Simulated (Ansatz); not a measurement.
# TePb: the cell at several levels of theory

Cell and atoms of TePb, rhombohedral host are relaxed in turn with PBE, r2SCAN and PBEsol. This is a trial cell built on a prototype, not taken from a measured structure, and it needn't be the compound's ground state.

The runs shown are made with Ansatz 0.2.0. PAW datasets, plane waves, zero pressure. Simulation only: spin-unpolarised, and no claim that this is the phase found in nature.

## 1. The structure to begin with

The symmetry is R3m (No. 160, trigonal); conventional cell a = 4.486 Å, c = 11.820 Å, 34.33 Å³ an atom. Pb has 3 Te at 3.01 Å; Te has 3 Pb at 3.01 Å.

Structure file:

```
CELL_PARAMETERS angstrom
2.24301 1.29500 3.93990
-2.24301 1.29500 3.93990
0.00000 -2.59001 3.93990
ATOMIC_POSITIONS crystal
Pb 0.99222 0.99222 0.99222
Te 0.52878 0.52878 0.52878
```

## 2. PBE: cell and atoms

File input.yaml:

```yaml
crystal:
  lattice:
    - [2.24301202, 1.29500359, 3.93990216]
    - [-2.24301202, 1.29500359, 3.93990216]
    - [0.0, -2.59000719, 3.93990216]
  atoms:
    - { symbol: Pb, position: [0.99222319, 0.99222319, 0.99222319] }
    - { symbol: Te, position: [0.52877681, 0.52877681, 0.52877681] }
kpoints:
  mp_grid: { grid: [6, 6, 6] }
hamiltonian:
  xc: pbe
scf:
  occupations: { method: fermi_dirac, width: 0.02 }
relax:
  f_tol: 0.005
  cell: {}
```

Started as:

```bash
$ ansatz run input.yaml --threads 2 --pin off --max-ram 29491MiB --backend cpu --events-out ev --progress --plain --runs-dir out
```

Further steps of the session: r2SCAN: cell and atoms; Relaxing with PBEsol.

What does the calculation give? Wanted: for each run, a; c; volume; space group; SCF geometries.

**Answer**, as computed:

| level | a (Å) | c (Å) | volume (Å³/atom) | space group | SCF geometries |
| --- | --- | --- | --- | --- | --- |
| PBE | 4.647 | 11.386 | 35.497 | R3m | 7 |
| r2SCAN | 4.621 | 11.330 | 34.922 | R3m | 4 |
| PBEsol | 4.555 | 11.168 | 33.443 | R3m | 5 |

The first relaxation changed the volume by +3.4 % from the start. PBEsol gives the smallest cell and PBE the largest; they differ by 6.1 % in volume, a mean of 2.0 % in length.
